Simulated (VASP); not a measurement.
# A VASP 6.6.1 single-point calculation on C

INCAR

```
SIGMA = 0.1
ISMEAR = -5
ISIF = 2
LASPH = .TRUE.
LWAVE = .FALSE.
NBANDS = 11
LREAL = .FALSE.
IBRION = -1
METAGGA = R2SCAN
EDIFF = 1E-7
ENCUT = 520
NSW = 0
ALGO = Normal
LCHARG = .FALSE.
PREC = Accurate
NELM = 85
```

KPOINTS

```
KPOINTS created by Atomic Simulation Environment
0
Gamma
12 12 12
0 0 0
```

POSCAR

```
C
 1.0000000000000000
     0.0000000000000000    1.7801241425321852    1.7801241425321852
     1.7801241425321852    0.0000000000000000    1.7801241425321852
     1.7801241425321852    1.7801241425321852    0.0000000000000000
 C
   2
Cartesian
  0.0000000000000000 -0.0000000000000000  0.0000000000000000
  0.8900620712660925  0.8900620712660925  0.8900620712660925
```

The recommended PBE PAW datasets give the neutral cell 8 valence electrons.

Command

```
mpirun -np 1 vasp_std
```

OSZICAR

```
N       E                     dE             d eps       ncg     rms          rms(c)
DAV:   1    -0.199685335098E+01   -0.19969E+01   -0.49721E+03  1643   0.745E+02
DAV:   2    -0.215858996064E+02   -0.19589E+02   -0.19124E+02  2060   0.127E+02
DAV:   3    -0.219513706726E+02   -0.36547E+00   -0.36468E+00  1836   0.133E+01
DAV:   4    -0.219519541899E+02   -0.58352E-03   -0.58351E-03  1721   0.663E-01
DAV:   5    -0.219519548371E+02   -0.64723E-06   -0.64723E-06  1801   0.207E-02    0.516E+00
DAV:   6    -0.197544395548E+02    0.21975E+01   -0.26037E-01  1657   0.369E+00    0.387E+00
DAV:   7    -0.196558886704E+02    0.98551E-01   -0.24886E-01  1587   0.360E+00    0.767E-01
DAV:   8    -0.196568496569E+02   -0.96099E-03   -0.42338E-03  1806   0.565E-01    0.405E-01
DAV:   9    -0.196572128937E+02   -0.36324E-03   -0.15832E-04  1659   0.143E-01    0.144E-02
DAV:  10    -0.196572131934E+02   -0.29969E-06   -0.27400E-06  1818   0.135E-02    0.792E-03
DAV:  11    -0.196572135006E+02   -0.30722E-06   -0.72900E-07  1715   0.777E-03    0.548E-04
DAV:  12    -0.196572134596E+02    0.41035E-07   -0.74405E-09   864   0.684E-04
   1 F= -.19657213E+02 E0= -.19657213E+02  d E =0.000000E+00
```

From OUTCAR

```
k-points           NKPTS =     72   k-points in BZ     NKDIM =     72   number of bands    NBANDS=     11

   NELECT =       8.0000    total number of electrons

   dimension x,y,z NGX =    20 NGY =   20 NGZ =   20
   dimension x,y,z NGXF=    40 NGYF=   40 NGZF=   40

  energy-cutoff  :      520.00
  volume of cell :       11.28
      direct lattice vectors                 reciprocal lattice vectors
     0.000000000  1.780124143  1.780124143    -0.280879287  0.280879287  0.280879287
     1.780124143  0.000000000  1.780124143     0.280879287 -0.280879287  0.280879287
     1.780124143  1.780124143  0.000000000     0.280879287  0.280879287 -0.280879287

 k-points in reciprocal lattice and weights: KPOINTS created by Atomic Simulation Env
   0.00000000  0.00000000  0.00000000       0.001
   0.08333333  0.00000000  0.00000000       0.005
   0.16666667  0.00000000  0.00000000       0.005
   0.25000000  0.00000000  0.00000000       0.005
   0.33333333  0.00000000  0.00000000       0.005
   0.41666667  0.00000000  0.00000000       0.005
   0.50000000  0.00000000  0.00000000       0.002
   0.08333333  0.08333333  0.00000000       0.003
   ...

 E-fermi :   9.9643

 k-point     1 :       0.0000    0.0000    0.0000
  band No.  band energies     occupation
      1     -12.9788      2.00000
      2       9.7925      2.00000
      3       9.7925      2.00000
      4       9.7925      2.00000
      5      15.6430      0.00000
      6      15.6430      0.00000
      7      15.6430      0.00000
      8      23.7418      0.00000
      9      30.2615      0.00000
     10      37.2413      0.00000
     11      37.2413      0.00000

 k-point     2 :       0.0833    0.0000    0.0000
  band No.  band energies     occupation
      1     -12.7771      2.00000
      2       8.4702      2.00000
      3       9.4454      2.00000
      4       9.4454      2.00000
      5      16.0984      0.00000
      6      16.0984      0.00000
      7      16.4176      0.00000
      8      23.9420      0.00000
      9      30.6067      0.00000
     10      35.1813      0.00000
     11      35.1813      0.00000

 k-point     3 :       0.1667    0.0000    0.0000
  band No.  band energies     occupation
      1     -12.1746      2.00000
      2       5.7680      2.00000
      3       8.6949      2.00000
      4       8.6949      2.00000
      5      17.0836      0.00000
      6      17.0837      0.00000
      7      17.5678      0.00000
      8      24.5166      0.00000
      9      31.3260      0.00000
     10      33.5353      0.00000
     11      33.5353      0.00000

 k-point     4 :       0.2500    0.0000    0.0000
  band No.  band energies     occupation
      1     -11.1811      2.00000
      2       2.7607      2.00000
      3       7.9236      2.00000
      4       7.9236      2.00000
      5      17.9969      0.00000
      6      17.9969      0.00000
      7      18.3287      0.00000
      8      25.3144      0.00000
      9      31.7643      0.00000
     10      33.1301      0.00000
     11      33.1301      0.00000

 k-point     5 :       0.3333    0.0000    0.0000
  band No.  band energies     occupation
      1      -9.8212      2.00000
      2      -0.1716      2.00000
      3       7.3124      2.00000
      4       7.3124      2.00000
      5      18.5092      0.00000
      6      18.5092      0.00000
      7      18.7389      0.00000
      8      26.0374      0.00000
      9      32.0042      0.00000
     10      34.0594      0.00000
     11      34.0594      0.00000

 ...

  Total        0.0795331      0.0795331      0.0795331      0.0000000      0.0000000      0.0000000
  in kB       11.2947759     11.2947759     11.2947759      0.0000000      0.0000000      0.0000000
  external PRESSURE =      11.2947759 kB  Pullay stress =       0.0000000 kB

 POSITION                                       TOTAL-FORCE (eV/Angst)
 -----------------------------------------------------------------------------------
      0.00000      0.00000      0.00000        -0.000000      0.000000      0.000000
      0.89006      0.89006      0.89006         0.000000     -0.000000     -0.000000
 -----------------------------------------------------------------------------------
    total drift:                                0.000000      0.000000      0.000000

  FREE ENERGIE OF THE ION-ELECTRON SYSTEM (eV)
  ---------------------------------------------------
  free  energy   TOTEN  =       -19.6572134596 eV

  energy  without entropy=      -19.6572134596  energy(sigma->0) =      -19.65721346
```

It converged. Results: gap between bands v and c on the k mesh 4.36 eV; least direct gap on the k mesh 5.85 eV; pressure 1.1 GPa. Band v is the last that the valence electrons fill when counted band by band, and c is the next.

For comparison, a separate r²SCAN run of the intended cell, on usual settings and not on those above, gives a gap of 4.36 eV on its mesh and a pressure of 1.1 GPa.

The run above took about 26 s on one core of a shared host (Intel Xeon Platinum 8488C) and held 0.12 GiB at most.
